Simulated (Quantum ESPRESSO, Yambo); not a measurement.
An input for Quantum ESPRESSO 7.5 (BAs (F-43m)):

```
&control
  calculation = 'nscf'
  prefix = 'x'
  outdir = 'o'
  pseudo_dir = 'pseudo'
/
&system
  ibrav = 0
  nat = 2
  ntyp = 2
  ecutwfc = 100.0
  nbnd = 288
  force_symmorphic = .true.
  noncolin = .true.
  lspinorb = .true.
/
&electrons
  conv_thr = 1e-9
  electron_maxstep = 80
  diago_full_acc = .true.
  diago_thr_init = 5e-6
/
ATOMIC_SPECIES
  B 10.81 B.upf
  As 74.922 As.upf
CELL_PARAMETERS angstrom
  -0.0000000000 2.3885000000 2.3885000000
  2.3885000000 -0.0000000000 2.3885000000
  2.3885000000 2.3885000000 -0.0000000000
ATOMIC_POSITIONS crystal
  B 0.0000000000 0.0000000000 0.0000000000
  As 0.2500000000 0.2500000000 0.2500000000
K_POINTS automatic
  4 4 4 0 0 0
```

```sh
OMP_NUM_THREADS=1 mpirun -n 4 pw.x -nk 4 -in pw.in > pw.out
```

How long will it take on 4 MPI ranks of Arm Neoverse V1, shared host, and how much memory?

It took 48 s; on shared hardware allow 24 s to 96 s. Peak host memory was 0.83 GiB.

[Paths, hosts, dates, memory and timing lines, banners, echoed tables and standing remarks are left out of the program output.]

[Logs are printed without paths, hosts, clocks, repeated set-up lines and the standing remarks that a program may print on its own settings, such as how far it seeks lower states.]

[Runs of the session that timed out or met a known fault of the program may be left out.]

[Hosts, paths, dates, database ids (printed as entryN), source tags and the programs' standing remarks are cut or masked in the printed files.]
